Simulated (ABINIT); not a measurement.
# C (P-1) in ABINIT: single point with LDA-PZ

Aim: the single point of C with LDA-PZ.

Program: ABINIT 10.8.3 (patched build). These are calculated values, not measurements. Logs are shortened: lines on timing, memory, paths and dates and some standing lists are left out, and cuts for length are marked. The log counts tension as positive stress, the text compression.

## Step 1: The cell of the first run

The typed cell holds 3 atoms: a = 2.644 Å, b = 2.573 Å, c = 2.643 Å, α = 89.80°, β = 90.96°, γ = 90.44°.

The cell was built by a generator and needn't be a form met in nature.

## Step 2: Single point, LDA-PZ (cell strained at random)

Input file run.abi:

```
# Pseudopotentials
pp_dirpath "./"
pseudos "C.upf"

# Structure
acell 4.9966402664 4.8630420986 4.9940312921
rprim
     0.9999579593    -0.0037456864    -0.0083695517
    -0.0038485884     0.9999910414     0.0017622525
    -0.0083739241     0.0017160301     0.9999634657
ntypat 1
znucl 6
natom 3
typat 1 1 1
xred
     0.0000000000     0.5000000000     0.5000000000
     0.5000000000     0.0000000000     0.5000000000
     0.5000000000     0.5000000000     0.0000000000
chkprim 0
chksymtnons 0
tolsym 1.0e-6

# Plane-wave basis
ecut 843.552974 eV

# k points
kptopt 1
ngkpt 8 8 8
nshiftk 1
shiftk 0.0 0.0 0.0

# Exchange and correlation
ixc 2

# Bands and occupations
nband 10
occopt 3
tsmear 0.05 eV

# SCF cycle
nstep 100
tolvrs 1.0e-10

# Output
iomode 3
prtwf 0
prtden 0
prteig 0
prtebands 0
```

Potentials or basis: PseudoDojo NC SR LDA v0.4.1 standard.

On the command line:

```
abinit run.abi > log 2>&1
```

run.abo:

```text
.Version 10.8.3 of ABINIT
 Symmetries : space group P-1 (#  2); Bravais aP (primitive triclinic)
================================================================================
 Values of the parameters that define the memory need of the present run
     intxc =       0    ionmov =       0      iscf =       7    lmnmax =       4
     lnmax =       4     mgfft =      27  mpssoang =       2    mqgrid =    3001
     natom =       3  nloc_mem =       1    nspden =       1   nspinor =       1
    nsppol =       1      nsym =       2    n1xccc =    2501    ntypat =       1
    occopt =       3   xclevel =       1
       mpw =        1013          nfft =       19683          nkpt =         260
================================================================================
================================================================================

--------------------------------------------------------------------------------
------------- Echo of variables that govern the present computation ------------
--------------------------------------------------------------------------------
 -outvars: echo values of preprocessed input variables --------
            acell      4.9966402664E+00  4.8630420986E+00  4.9940312921E+00 Bohr
              amu      1.20110000E+01
          chkprim           0
      chksymtnons           0
             ecut      3.10000000E+01 Hartree
                       outvar_i_n : Printing only first  50 k-points.
              ixc           2
                       outvar_i_n : Printing only first  50 k-points.
         kptrlatt        8    0    0      0    8    0      0    0    8
          kptrlen      3.89043368E+01
            natom           3
            nband          10
            ngfft          27      27      27
             nkpt         260
            nstep         100
             nsym           2
           ntypat           1
                       prtocc : prtvol=0, do not print more k-points.
           occopt           3
           prtden           0
        prtebands           0
           prteig           0
            prtwf           0
            rprim      9.9995795930E-01 -3.7456864000E-03 -8.3695517000E-03
                      -3.8485884000E-03  9.9999104140E-01  1.7622525000E-03
                      -8.3739241000E-03  1.7160301000E-03  9.9996346570E-01
          spgroup           2
           tolsym      1.00000000E-06
           tolvrs      1.00000000E-10
           tsmear      1.83746611E-03 Hartree
            typat      1  1  1
                       outvars : Printing only first  50 k-points.
           xangst     -1.6016999917E-02  1.2889614992E+00  1.3235829992E+00
                       1.3109334991E+00 -2.6844999746E-03  1.3102504992E+00
                       1.3170464991E+00  1.2817419992E+00 -8.7974999351E-03
            xcart     -3.0267743201E-02  2.4357842203E+00  2.5012093734E+00
                       2.4773052826E+00 -5.0729697370E-03  2.4760145998E+00
[... 106 lines left out ...]
 ----iterations are completed or convergence reached----

 Mean square residual over all n,k,spin=   58.100E-07; max=  22.397E-04
 reduced coordinates (array xred) for    3 atoms
      -0.000000000000      0.500000000000      0.500000000000
       0.500000000000      0.000000000000      0.500000000000
       0.500000000000      0.500000000000     -0.000000000000
 rms dE/dt=  0.0000E+00; max dE/dt=  0.0000E+00; dE/dt below (all hartree)
    1       0.000000000000      0.000000000000      0.000000000000
    2       0.000000000000      0.000000000000      0.000000000000
    3       0.000000000000      0.000000000000      0.000000000000

 cartesian coordinates (angstrom) at end:
    1     -0.01601699991669     1.28896149917715     1.32358299919132
    2      1.31093349909961    -0.00268449997459     1.31025049919543
    3      1.31704649909123     1.28174199918319    -0.00879749993510

 cartesian forces (hartree/bohr) at end:
    1     -0.00000000000000    -0.00000000000000    -0.00000000000000
    2     -0.00000000000000    -0.00000000000000    -0.00000000000000
    3     -0.00000000000000    -0.00000000000000    -0.00000000000000
 frms,max,avg= 0.0000000E+00 0.0000000E+00   0.000E+00  0.000E+00  0.000E+00 h/b

 cartesian forces (eV/Angstrom) at end:
    1     -0.00000000000000    -0.00000000000000    -0.00000000000000
    2     -0.00000000000000    -0.00000000000000    -0.00000000000000
    3     -0.00000000000000    -0.00000000000000    -0.00000000000000
 frms,max,avg= 0.0000000E+00 0.0000000E+00   0.000E+00  0.000E+00  0.000E+00 e/A
 length scales=  4.996640266400  4.863042098600  4.994031292100 bohr
              =  2.644108158265  2.573411052495  2.642727548523 angstroms
 Fermi (or HOMO) energy (hartree) =   0.41128   Average Vxc (hartree)=  -0.50446
 Eigenvalues (hartree) for nkpt= 260  k points:
 kpt#   1, nband= 10, wtk=  0.00195, kpt=  0.0000  0.0000  0.0000 (reduced coord)
  -0.41984    0.10719    0.11612    0.13492    0.29720    0.32784    0.55631    0.56813
   0.57885    0.61945
      occupation numbers for kpt#   1
   2.00000    2.00000    2.00000    2.00000    2.00000    2.00000    0.00000    0.00000
   0.00000    0.00000
 prteigrs : prtvol=0 or 1, do not print more k-points.

--- !EnergyTerms
iteration_state     : {dtset: 1, }
comment             : Components of total free energy in Hartree
kinetic             :  1.16431208387234E+01
hartree             :  9.98574633798459E-01
xc                  : -6.23545177874296E+00
Ewald energy        : -1.94014483858809E+01
psp_core            :  1.29102066593725E+00
local_psp           : -5.58454145666440E+00
non_local_psp       : -4.11193581546062E-01
internal            : -1.76999190643751E+01
'-kT*entropy'       : -2.74559706001673E-04
total_energy        : -1.77001936240811E+01
total_energy_eV     : -4.81646805333522E+02
band_energy         :  8.10077837252590E-01
...

 Cartesian components of stress tensor (hartree/bohr^3)
  sigma(1 1)=  4.46427382E-04  sigma(3 2)= -3.54726025E-05
  sigma(2 2)=  4.68066680E-04  sigma(3 1)=  3.31649432E-04
  sigma(3 3)=  4.45811458E-04  sigma(2 1)=  9.35433115E-05

-Cartesian components of stress tensor (GPa)         [Pressure= -1.3341E+01 GPa]
- sigma(1 1)=  1.31343471E+01  sigma(3 2)= -1.04364000E+00
- sigma(2 2)=  1.37709972E+01  sigma(3 1)=  9.75746317E+00
- sigma(3 3)=  1.31162259E+01  sigma(2 1)=  2.75213924E+00

== END DATASET(S) ==============================================================
================================================================================

 -outvars: echo values of variables after computation  --------
            acell      4.9966402664E+00  4.8630420986E+00  4.9940312921E+00 Bohr
           etotal     -1.7700193624E+01
            fcart     -0.0000000000E+00 -0.0000000000E+00 -0.0000000000E+00
                      -0.0000000000E+00 -0.0000000000E+00 -0.0000000000E+00
                      -0.0000000000E+00 -0.0000000000E+00 -0.0000000000E+00
            rprim      9.9995795930E-01 -3.7456864000E-03 -8.3695517000E-03
                      -3.8485884000E-03  9.9999104140E-01  1.7622525000E-03
                      -8.3739241000E-03  1.7160301000E-03  9.9996346570E-01
           strten      4.4642738240E-04  4.6806667963E-04  4.4581145830E-04
                      -3.5472602546E-05  3.3164943235E-04  9.3543311507E-05
           xangst     -1.6016999917E-02  1.2889614992E+00  1.3235829992E+00
                       1.3109334991E+00 -2.6844999746E-03  1.3102504992E+00
                       1.3170464991E+00  1.2817419992E+00 -8.7974999351E-03
             xred     -6.4490157119E-19  5.0000000000E-01  5.0000000000E-01
                       5.0000000000E-01  1.2348887105E-19  5.0000000000E-01
                       5.0000000000E-01  5.0000000000E-01 -3.0488256614E-19
 Calculation completed.
```

Run time: 25 s. Hardware: 1 thread of AMD EPYC 9R45 (Zen 5), shared host; peak memory 0.1 GiB.

Results:

| Property | Result |
| --- | --- |
| Free energy | -481.6468 eV |
| Band gap on the k mesh | none (metal or under the smearing width) |
| Valence electrons inside the program's atomic spheres | C 3.94, 3.97 (radii [1.0584] Å) |

Levels at points of the mesh, in eV from the Fermi level:
```tsv
k point	band 4	band 5	band 6	band 7	band 8	band 9
(0.00, 0.00, 0.00)	-7.52	-3.10	-2.27	3.95	4.27	4.56
(0.50, 0.00, 0.00)	-4.88	-0.96	-0.45	0.04	0.18	2.43
(0.00, 0.50, 0.00)	-4.97	-0.94	-0.90	-0.28	-0.26	2.17
(0.50, 0.50, 0.00)	-10.57	-1.34	-0.10	0.11	2.16	4.33
(0.00, 0.00, 0.50)	-4.86	-0.97	-0.43	0.01	0.17	2.43
(0.50, 0.00, 0.50)	-10.45	-1.03	0.23	0.52	2.96	4.87
(0.00, 0.50, 0.50)	-10.58	-1.34	-0.09	0.09	2.15	4.35
(0.50, 0.50, 0.50)	-9.42	-9.26	-9.15	-8.93	4.44	9.62
```

Caveat: the cutoff is too short for stress, so the log's stress isn't used.
